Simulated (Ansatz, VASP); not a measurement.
## Zn16HSe15N (N-H pair in ZnSe) in two plane-wave programs

Aim: how closely do two programs agree when they are given the same cell, functional and k mesh? The cell is taken from a series of runs on this material, whose earlier steps may have relaxed, scaled, displaced or heated it; both programs get it as it stands.

Program: Ansatz 0.2.0. Level of theory: plane waves, with VASP 6.6.1 beside it; single point at HSE06. Results are calculated unless marked as measured.

## (1) The starting structure

The cell holds 33 atoms: 16 Zn, 15 Se, 1 N and 1 H. Cell: a = 9.928 Å, b = 9.928 Å, c = 9.928 Å, α = 109.5°, β = 109.5°, γ = 109.5°. It derives from ZnSe (ZnSe (F-43m)). Nearest the centre at fractional (0.460, 0.710, 0.460): H33 at 0.46 Å, N32 at 0.79 Å, Zn16 at 2.30 Å, Zn9 at 2.30 Å, Zn12 at 2.31 Å, Zn7 at 2.79 Å, Se23 at 3.78 Å, Se22 at 3.78 Å.

## (2) VASP: single point, HSE06

With cell and atoms fixed, the geometry can't cause a difference; cores, projectors, grids and the points listed under the comparison can.

Lines of VASP's logs that name or quote its potential files are left out, and so is its time.

The run reads the wave functions of an earlier VASP run, which isn't shown here.

INCAR

```
SYSTEM = Zn16HSe15N
PREC = Accurate
ENCUT = 520
EDIFF = 1E-06
NELM = 100
ISMEAR = -1
SIGMA = 0.01
LREAL = Auto
ALGO = Normal
LHFCALC = .TRUE.
AEXX = 0.25
GGA = PE
HFSCREEN = 0.208
LASPH = .TRUE.
NBANDS = 167
PRECFOCK = Fast
LORBIT = 11
LWAVE = .FALSE.
LCHARG = .FALSE.
ISIF = 2
```

POSCAR

```
Zn16HSe15N
1.0
   -5.7318292421      5.7318292421     -5.7318292421
    5.7318292421      5.7318292421      5.7318292421
    5.7318292421     -5.7318292421     -5.7318292421
Zn Se N H
16 15 1 1
Direct
    0.9977389509      0.9939441825      0.9979059932
    0.9977354714      0.2477448058      0.7440977472
    0.0000597086      0.5036546696      0.5075797969
    0.0000665903      0.7574204474      0.2538254761
    0.2447479891      0.9935483112      0.7437161939
    0.2536454026      0.2500899216      0.5075682115
    0.1791586070      0.4291774160      0.1793355069
    0.2536501773      0.7574148612      0.0002546597
    0.5155786109      0.9734227032      0.5157633536
    0.5074117327      0.2500843259      0.2538217382
    0.5073968764      0.5036624987      0.0002486351
    0.5155638576      0.7655771896      0.7235857719
    0.7435262106      0.9935356180      0.2449229891
    0.7439365130      0.2477464354      0.9979089331
    0.7435419766      0.4947683758      0.7437104648
    0.7233887925      0.7656032236      0.5157652589
    0.9990196633      0.0009221095      0.7510828118
    0.9978508379      0.2478602396      0.4958076856
    0.9947996616      0.5004451652      0.2506088508
    0.9978574889      0.7456542356      0.9980327332
    0.2588710632      0.9976172047      0.5007314827
    0.2504329441      0.2448096369      0.2505965665
    0.2504226887      0.5004342175      0.9949671463
    0.2588633562      0.7505593932      0.7477763600
    0.5005427418      0.9976019910      0.2590431452
    0.4956464573      0.2478727792      0.9980311351
    0.5005498498      0.5088772341      0.7477664883
    0.7509014994      0.0009102319      0.9991811340
    0.7509088638      0.2490286671      0.7510805266
    0.7475846061      0.5088840820      0.5007135091
    0.7475851089      0.7505487091      0.2590458272
    0.5393413370      0.7893744088      0.5395486820
    0.4143486248      0.6643916751      0.4145632578
```

KPOINTS

```
Automatic mesh
0
Gamma
1 1 1
0 0 0
```

Potentials, in the order of the species: Zn, Se, N and H (PBE family, release 64).

Run with:

```
$ export OMP_NUM_THREADS=3
$ mpirun -np 1 vasp_gam
```

Numbers of over 12 decimals in the logs are rounded to 6 here.

What it wrote:

```text
[banner, memory and clock lines left out]
running    1 mpi-ranks, on    1 nodes
[...]
Offloading initialized ...    1 GPUs detected
[...]
LDA part: xc-table for (Slater+PW92), standard interpolation
 found WAVECAR, reading the header
 POSCAR, INCAR and KPOINTS ok, starting setup
[...]
reading WAVECAR
 the WAVECAR file was read successfully
 initial charge from wavefunction
 entering main loop
       N       E                     dE             d eps       ncg     rms          rms(c)
DAV:   1    -0.125139002691E+03   -0.12514E+03   -0.14084E+01   436   0.346E+01    0.864E+00
DAV:   2    -0.125020953026E+03    0.11805E+00   -0.46279E+00   380   0.130E+01    0.453E+00
DAV:   3    -0.125034444991E+03   -0.13492E-01   -0.45048E-01   380   0.351E+00    0.280E+00
DAV:   4    -0.125034278031E+03    0.16696E-03   -0.50027E-02   364   0.113E+00    0.158E+00
[...]
DAV:  11    -0.125030927546E+03    0.44384E-05   -0.22538E-06   213   0.778E-03    0.208E-02
DAV:  12    -0.125030925571E+03    0.19752E-05   -0.11824E-06   189   0.710E-03    0.116E-02
DAV:  13    -0.125030924598E+03    0.97300E-06   -0.64221E-07   188   0.589E-03
   1 F= -.12503092E+03 E0= -.12503092E+03  d E =-.522928E-11
```

OUTCAR, selected parts (step 2):

```text
  Total       -9.4692395     -9.4808202     -9.4687190      0.1070185     -0.0992360     -0.0985541
  in kB      -20.1412286    -20.1658611    -20.1401216      0.2276301     -0.2110766     -0.2096263
  external PRESSURE =     -20.1490704 kB  Pullay stress =       0.0000000 kB

 POSITION                                       TOTAL-FORCE (eV/Angst)
 -----------------------------------------------------------------------------------
      5.69808      5.69616     -5.74158         0.004393      0.003945     -0.013339
     -0.03378      2.87384     -8.56386         0.004111      0.013739     -0.003958
      5.79588     -0.02216     -0.02284        -0.001854      0.002570      0.000856
      5.79591      2.88690      2.88614        -0.002140     -0.000364     -0.002316
      8.55485      2.83485      0.02914        -0.011797      0.007283     -0.007052
      2.88891     -0.02197     -2.92967        -0.001146      0.002155      0.001541
      2.46099      2.45896      0.40514         0.026256      0.026511     -0.026661
      2.88895      5.79379      2.88603        -0.001253     -0.001816     -0.002112
      5.58055      5.57843     -0.33198         0.000210     -0.000012      0.123679
     -0.02009      2.88698     -2.92982         0.001995     -0.000801      0.002452
     -0.01998      5.79379     -0.02283         0.001884     -0.001735      0.001061
      5.58050      3.19581     -2.71444         0.000190     -0.122759      0.000023
      2.83687      8.55269      0.02915         0.006403     -0.011280     -0.006569
      2.87577     -0.03569     -8.56392         0.013426      0.004067     -0.004174
[...]
-----------------------------------------------------------------------------------
    total drift:                               -0.013460     -0.020468      0.013149

  FREE ENERGIE OF THE ION-ELECTRON SYSTEM (eV)
  ---------------------------------------------------
  free  energy   TOTEN  =      -125.0309245981 eV

  energy  without entropy=     -125.0309245981  energy(sigma->0) =     -125.03092460

[... 3 further parts left out ...]
[key lines of the parts left out:]
E-fermi :   0.7824
```

The run ends at a pressure of -2.01 GPa, with forces up to 4.6 eV/Å.

[end of part 1 of 2]

[Lines on the potential files, build, host, timing and source positions are cut from VASP's logs without a mark.]

[Logs are printed without paths, hosts, clocks, repeated set-up lines and the standing remarks that a program may print on its own settings, such as how far it seeks lower states.]

[Hosts, paths, dates, database ids (printed as entryN), source tags and the programs' standing remarks are cut or masked in the printed files.]
